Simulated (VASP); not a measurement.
# V (Im-3m) in VASP: further runs

The runs below take V through density of states, electric field gradients, with r2SCAN+U, LDA+U, PBEsol+U.

All numbers are computed with VASP 6.6.1; they aren't measurements. Logs are shortened: lines on timing, memory, paths and dates and some standing lists are left out, and cuts for length are marked.

## (1) Starting point

The structure is cubic, space group Im-3m (No. 229). The conventional cell has a = 3.029 Å, b = 3.029 Å, c = 3.029 Å, α = 90.00°, β = 90.00°, γ = 90.00°. V (site symmetry m-3m) has 8 V at 2.62 Å as nearest neighbours.

## (2) Density of states, r2SCAN+U, collinear spin, random start

Contents of INCAR:

```
PREC = Accurate
ENCUT = 450
EDIFF = 1E-6
ISMEAR = -5
SIGMA = 0.05
LREAL = Auto
LASPH = True
NELM = 150
ALGO = Normal
ISIF = 2
LWAVE = False
LCHARG = False
ISPIN = 2
MAGMOM = 1.87
LORBIT = 11
LMAXMIX = 4
LDAU = True
LDAUTYPE = 2
LDAUL = 2
LDAUU = 4.5
LDAUJ = 0
LDAUPRINT = 1
METAGGA = R2SCAN
LMIXTAU = True
NBANDS = 16
NELMIN = 8
NEDOS = 2001
```

Contents of KPOINTS:

```
regular mesh
0
Gamma
  12 12 12
```

Contents of POSCAR:

```
V
1.0
   -1.5143500000      1.5143500000      1.5143500000
    1.5143500000     -1.5143500000      1.5143500000
    1.5143500000      1.5143500000     -1.5143500000
V
1
Direct
    0.0000000000      0.0000000000      0.0000000000
```

Potentials or basis: VASP PAW PBE potentials, release 64 (V_sv).

Started as:

```
> cat potpaw_PBE.64/V_sv/POTCAR > POTCAR
> mpirun -np 1 vasp_std > vasp.out
```

OUTCAR:

```text
PREC = Accurate
   ENCUT = 450
   EDIFF = 1E-6
   ISMEAR = -5
   LREAL = Auto
   LASPH = True
   NELM = 150
   ISIF = 2
   ISPIN = 2
   LORBIT = 11
   METAGGA = R2SCAN
   NELMIN = 8

 ion  position               nearest neighbor table
   1  0.000  0.000  0.000-

  LATTYP: Found a body centered cubic cell.
 ALAT       =     3.0287000000

  Lattice vectors:

 A1 = (  -1.5143500000,   1.5143500000,   1.5143500000)
 A2 = (   1.5143500000,  -1.5143500000,   1.5143500000)
 A3 = (   1.5143500000,   1.5143500000,  -1.5143500000)

Analysis of symmetry for initial positions (statically):
=====================================================================
 Subroutine PRICEL returns:
 Original cell was already a primitive cell.

 Routine SETGRP: Setting up the symmetry group for a
 body centered cubic supercell.

 Subroutine GETGRP returns: Found 48 space group operations
[... 9 lines left out ...]

 Routine SETGRP: Setting up the symmetry group for a
 body centered cubic supercell.

 Subroutine GETGRP returns: Found 48 space group operations
[... 9 lines left out ...]

 Routine SETGRP: Setting up the symmetry group for a
 body centered cubic supercell.

 Subroutine GETGRP returns: Found 48 space group operations
 (whereof 48 operations were pure point group operations)
 out of a pool of 48 trial point group operations.

The overall configuration has the point symmetry O_h .

 Subroutine INISYM returns: Found 48 space group operations
[... 5 lines left out ...]
                                     Primitive cell

  volume of cell :      13.8912

  direct lattice vectors                    reciprocal lattice vectors
    -1.514350000  1.514350000  1.514350000     0.000000000  0.330174662  0.330174662
     1.514350000 -1.514350000  1.514350000     0.330174662  0.000000000  0.330174662
     1.514350000  1.514350000 -1.514350000     0.330174662  0.330174662  0.000000000

  length of vectors
     2.622931140  2.622931140  2.622931140     0.466937486  0.466937486  0.466937486
[... 1109 lines left out ...]

 total charge

# of ion       s       p       d       tot
------------------------------------------
    1        2.340   6.278   2.933  11.550

 magnetization (x)

# of ion       s       p       d       tot
------------------------------------------
    1        0.013   0.041   1.603   1.656

  FORCE on cell =-STRESS in cart. coord.  units (eV):
  Direction    XX          YY          ZZ          XY          YZ          ZX
  --------------------------------------------------------------------------------------
  -------------------------------------------------------------------------------------
  Total        2.9816833      2.9816833      2.9816833      0.0000000     -0.0000000     -0.0000000
  in kB      343.9008999    343.9008999    343.9008999      0.0000000     -0.0000000     -0.0000000
  external PRESSURE =     343.9008999 kB  Pullay stress =       0.0000000 kB

 VOLUME and BASIS-vectors are now :
 -----------------------------------------------------------------------------
  energy-cutoff  :      450.00
  volume of cell :       13.89
      direct lattice vectors                 reciprocal lattice vectors
    -1.514350000  1.514350000  1.514350000     0.000000000  0.330174662  0.330174662
     1.514350000 -1.514350000  1.514350000     0.330174662  0.000000000  0.330174662
     1.514350000  1.514350000 -1.514350000     0.330174662  0.330174662  0.000000000

  length of vectors
     2.622931140  2.622931140  2.622931140     0.466937486  0.466937486  0.466937486

 FORCES acting on ions
    electron-ion (+dipol)            ewald-force                    non-local-force                 convergence-correction
 -----------------------------------------------------------------------------------------------
   -.368E-14 -.733E-14 0.968E-14   -.543E-14 0.225E-14 0.229E-14   -.635E-21 0.635E-21 -.635E-21   0.187E-13 -.725E-15 0.223E-14
 -----------------------------------------------------------------------------------------------
   -.368E-14 -.733E-14 0.968E-14   -.543E-14 0.225E-14 0.229E-14   -.635E-21 0.635E-21 -.635E-21   0.187E-13 -.725E-15 0.223E-14

 POSITION                                       TOTAL-FORCE (eV/Angst)
 -----------------------------------------------------------------------------------
      0.00000      0.00000      0.00000        -0.000000      0.000000      0.000000
 -----------------------------------------------------------------------------------
    total drift:                                0.000000     -0.000000      0.000000

--------------------------------------------------------------------------------------------------------

  FREE ENERGIE OF THE ION-ELECTRON SYSTEM (eV)
  ---------------------------------------------------
  free  energy   TOTEN  =        -9.9764970814 eV

  energy  without entropy=       -9.9764970814  energy(sigma->0) =       -9.97649708

--------------------------------------------------------------------------------------------------------

--------------------------------------------------------------------------------------------------------

 -----------------------------------------------------------------------------
|                                                                             |
|           W    W    AA    RRRRR   N    N  II  N    N   GGGG   !!!           |
|           W    W   A  A   R    R  NN   N  II  NN   N  G    G  !!!           |
|           W    W  A    A  R    R  N N  N  II  N N  N  G       !!!           |
|           W WW W  AAAAAA  RRRRR   N  N N  II  N  N N  G  GGG   !            |
|           WW  WW  A    A  R   R   N   NN  II  N   NN  G    G                |
|           W    W  A    A  R    R  N    N  II  N    N   GGGG   !!!           |
|                                                                             |
|     Tetrahedron method does not include variations of the Fermi             |
|     occupations, so forces and stress will be inaccurate. We suggest        |
|     using a different smearing scheme ISMEAR = 1 or 2 for metals in         |
|     relaxations.                                                            |
|                                                                             |
 -----------------------------------------------------------------------------

 total charge

# of ion       s       p       d       tot
------------------------------------------
    1        2.340   6.278   2.933  11.550

 magnetization (x)

# of ion       s       p       d       tot
------------------------------------------
    1        0.013   0.041   1.603   1.656

 BZINTS: Fermi energy:   10.502849;   13.000000 electrons
         Band energy:-0.249864E+03;  BLOECHL correction:   -0.040816

=======================================================================
```

stdout:

```text
POSCAR found type information on POSCAR V
 POSCAR found :  1 types and       1 ions
 scaLAPACK will be used
 -----------------------------------------------------------------------------
[... 34 lines left out ...]
|     Tetrahedron method does not include variations of the Fermi             |
|     occupations, so forces and stress will be inaccurate. We suggest        |
|     using a different smearing scheme ISMEAR = 1 or 2 for metals in         |
|     relaxations.                                                            |
|                                                                             |
 -----------------------------------------------------------------------------
```

Run time: 2.8 min. Hardware: 1 thread of Intel Xeon Platinum 8259CL at 2.50GHz (Skylake/Cascade Lake), shared host; peak memory 0.15 GiB.

Results:

```yaml
Free_energy: -9.9765 eV
Pressure: 34.4 GPa
Band_gap_on_the_k_mesh: none (metal or under the smearing width)
Net_moment: 1.75 μB per cell
Site_moments: V +1.66 μB
Valence_electrons_inside_the_program's_atomic_spheres: V 11.55
```

States per cell in windows of 1 eV (zero at the Fermi level; states under -8 eV left out):
| from (eV) | up | down | V1_d_up | V1_d_down | V1_p_up | V1_p_down | V1_s_up | V1_s_down |
| --- | --- | --- | --- | --- | --- | --- | --- | --- |
| -8.0 | 0.03 | 0.01 | 0.00 | 0.00 | 0.00 | 0.00 | 0.02 | 0.01 |
| -7.0 | 0.07 | 0.04 | 0.01 | 0.00 | 0.00 | 0.00 | 0.03 | 0.02 |
| -6.0 | 0.20 | 0.06 | 0.07 | 0.00 | 0.01 | 0.01 | 0.05 | 0.02 |
| -5.0 | 0.56 | 0.10 | 0.35 | 0.01 | 0.02 | 0.01 | 0.05 | 0.03 |
| -4.0 | 0.88 | 0.18 | 0.68 | 0.04 | 0.03 | 0.02 | 0.02 | 0.04 |
| -3.0 | 0.89 | 0.50 | 0.63 | 0.23 | 0.06 | 0.03 | 0.01 | 0.04 |
| -2.0 | 0.43 | 0.31 | 0.27 | 0.17 | 0.05 | 0.03 | 0.01 | 0.01 |
| -1.0 | 0.31 | 0.40 | 0.25 | 0.21 | 0.01 | 0.05 | 0.00 | 0.00 |
| 0.0 | 0.57 | 0.50 | 0.51 | 0.31 | 0.01 | 0.04 | 0.00 | 0.00 |
| 1.0 | 0.50 | 0.51 | 0.43 | 0.41 | 0.01 | 0.01 | 0.00 | 0.00 |
| 2.0 | 0.49 | 0.34 | 0.43 | 0.29 | 0.01 | 0.01 | 0.00 | 0.00 |
| 3.0 | 0.59 | 1.54 | 0.53 | 1.38 | 0.01 | 0.03 | 0.01 | 0.02 |
| 4.0 | 0.25 | 0.46 | 0.17 | 0.38 | 0.03 | 0.03 | 0.01 | 0.01 |
| 5.0 | 0.14 | 0.32 | 0.07 | 0.27 | 0.03 | 0.02 | 0.01 | 0.00 |
| 6.0 | 0.09 | 0.35 | 0.04 | 0.31 | 0.02 | 0.02 | 0.00 | 0.00 |
| 7.0 | 0.03 | 0.21 | 0.01 | 0.16 | 0.01 | 0.02 | 0.00 | 0.00 |

Eigenvalues of the final occupation matrices:
```csv
site,spin,trace,eigenvalues
site 1 d,1,2.28,0.14 0.14 0.66 0.66 0.66
site 1 d,2,0.67,0.06 0.06 0.06 0.25 0.25
```

Caveat: a pressure of tens of GPa on the cell as given is suspect, and the run, the potentials or the cell itself is likely at fault; the PAW data sets were made with another functional, which shifts forces and pressure a little; the U is typed as a test and isn't derived for this compound; tetrahedron occupations give inexact forces and stress in metals. The state reached can hang on the start; a lower one may exist.

## (3) Electric field gradients, LDA+U, collinear spin, random start (volume scaled by 1.08)

Contents of INCAR:

```
SYSTEM = V
ALGO = Fast ; EDIFF = 1E-8
ENCUT = 520 ; ISIF = 2
ISMEAR = -5 ; ISPIN = 2
LASPH = .TRUE. ; LCHARG = .FALSE.
LDAU = .TRUE. ; LDAUJ = 0.5
LDAUL = 2 ; LDAUPRINT = 1
LDAUTYPE = 2 ; LDAUU = 3
LEFG = .TRUE. ; LMAXMIX = 4
LORBIT = 11 ; LREAL = .FALSE.
LWAVE = .FALSE. ; MAGMOM = 1.18
NBANDS = 10 ; NELM = 150
PREC = Accurate ; SIGMA = 0.05
```

Contents of KPOINTS:

```
k-points
0
G
  12 12 12
  0 0 0
```

Contents of POSCAR:

```
V
1.0
   -1.5537012449      1.5537012449      1.5537012449
    1.5537012449     -1.5537012449      1.5537012449
    1.5537012449      1.5537012449     -1.5537012449
V
1
Cartesian
    0.0000000000      0.0000000000      0.0000000000
```

Potentials or basis: VASP PAW LDA potentials, release 64 (V_sv).

Started as:

```
> cat potpaw_LDA.64/V_sv/POTCAR > POTCAR
> mpirun -np 1 vasp_std > vasp.out
```

OUTCAR:

```text
SYSTEM = V
   EDIFF = 1E-8
   ENCUT = 520
   ISIF = 2
   ISMEAR = -5
   ISPIN = 2
   LASPH = .TRUE.
   LORBIT = 11
   LREAL = .FALSE.
   NELM = 150
   PREC = Accurate

 ion  position               nearest neighbor table
   1  0.000  0.000  0.000-

  LATTYP: Found a body centered cubic cell.
 ALAT       =     3.1074024898

  Lattice vectors:

 A1 = (  -1.5537012449,   1.5537012449,   1.5537012449)
 A2 = (   1.5537012449,  -1.5537012449,   1.5537012449)
 A3 = (   1.5537012449,   1.5537012449,  -1.5537012449)

[... 956 lines left out ...]
   1       0.000       0.000       1.000
----------------------------------------------------------------------

--------------------------------------------------------------------------------------------------------

 -----------------------------------------------------------------------------
|                                                                             |
|           W    W    AA    RRRRR   N    N  II  N    N   GGGG   !!!           |
|           W    W   A  A   R    R  NN   N  II  NN   N  G    G  !!!           |
|           W    W  A    A  R    R  N N  N  II  N N  N  G       !!!           |
|           W WW W  AAAAAA  RRRRR   N  N N  II  N  N N  G  GGG   !            |
|           WW  WW  A    A  R   R   N   NN  II  N   NN  G    G                |
|           W    W  A    A  R    R  N    N  II  N    N   GGGG   !!!           |
|                                                                             |
|     Tetrahedron method does not include variations of the Fermi             |
|     occupations, so forces and stress will be inaccurate. We suggest        |
|     using a different smearing scheme ISMEAR = 1 or 2 for metals in         |
|     relaxations.                                                            |
|                                                                             |
 -----------------------------------------------------------------------------

 total charge

# of ion       s       p       d       tot
------------------------------------------
    1        2.325   6.205   2.941  11.471

 magnetization (x)

# of ion       s       p       d       tot
------------------------------------------
    1        0.002   0.032   0.557   0.591

 BZINTS: Fermi energy:    8.523150;   13.000000 electrons
         Band energy:-0.250518E+03;  BLOECHL correction:   -0.029696

=======================================================================
```

OSZICAR:

```text
N       E                     dE             d eps       ncg     rms          rms(c)
DAV:   1     0.878190915820E+02    0.87819E+02   -0.73331E+03  2880   0.140E+03
DAV:   2    -0.725575623478E+01   -0.95075E+02   -0.93353E+02  2944   0.365E+02
[... 15 lines left out ...]
RMM:  18    -0.712715674257E+01   -0.30482E-06   -0.52625E-09  1546   0.129E-03    0.197E-04
RMM:  19    -0.712715692575E+01   -0.18318E-06   -0.10648E-09  1440   0.513E-04    0.591E-05
RMM:  20    -0.712715696247E+01   -0.36716E-07   -0.16826E-10   832   0.239E-04    0.285E-05
RMM:  21    -0.712715691848E+01    0.43987E-07   -0.98101E-11   640   0.198E-04    0.105E-05
RMM:  22    -0.712715692920E+01   -0.10717E-07   -0.88794E-12   115   0.126E-04    0.463E-06
RMM:  23    -0.712715693059E+01   -0.13938E-08    0.00000E+00    41   0.117E-04
   1 F= -.71271569E+01 E0= -.71271569E+01  d E =0.000000E+00  mag=     0.6979
```

stdout:

```text
POSCAR found type information on POSCAR V
 POSCAR found :  1 types and       1 ions
 scaLAPACK will be used
 LDA part: xc-table for (Slater(with rela. corr.)+CA(PZ))
 , standard interpolation
 POSCAR, INCAR and KPOINTS ok, starting setup
 FFT: planning ... GRIDC
 FFT: planning ... GRID_SOFT
 FFT: planning ... GRID
 WAVECAR not read
 entering main loop
ion   1

 -----------------------------------------------------------------------------
|                                                                             |
|           W    W    AA    RRRRR   N    N  II  N    N   GGGG   !!!           |
|           W    W   A  A   R    R  NN   N  II  NN   N  G    G  !!!           |
|           W    W  A    A  R    R  N N  N  II  N N  N  G       !!!           |
|           W WW W  AAAAAA  RRRRR   N  N N  II  N  N N  G  GGG   !            |
|           WW  WW  A    A  R   R   N   NN  II  N   NN  G    G                |
|           W    W  A    A  R    R  N    N  II  N    N   GGGG   !!!           |
|                                                                             |
|     Tetrahedron method does not include variations of the Fermi             |
|     occupations, so forces and stress will be inaccurate. We suggest        |
|     using a different smearing scheme ISMEAR = 1 or 2 for metals in         |
|     relaxations.                                                            |
|                                                                             |
 -----------------------------------------------------------------------------
```

It took 29 s on 1 thread of Intel Xeon Platinum 8259CL at 2.50GHz (Skylake/Cascade Lake), shared host; peak memory 0.14 GiB.

Results:

```
Free energy                                           : -7.1272 eV
Pressure                                              : -19.7 GPa
Band gap on the k mesh                                : none (metal or under the smearing width)
Net moment                                            : 0.70 μB per cell
Site moments                                          : V +0.59 μB
Valence electrons inside the program's atomic spheres : V 11.47
```

Electric field gradients, principal values (V/Å²):
```tsv
atom	Vxx	Vyy	Vzz
1 V	0.000	0.000	0.001
```

Eigenvalues of the final occupation matrices:
```csv
site,spin,trace,eigenvalues
site 1 d,1,1.76,0.23 0.23 0.43 0.43 0.43
site 1 d,2,1.20,0.23 0.23 0.25 0.25 0.25
```

Caveat: the U is typed as a test and isn't derived for this compound; tetrahedron occupations give inexact forces and stress in metals. The state reached can hang on the start; a lower one may exist.

(Part 1 of 2 ends here.)
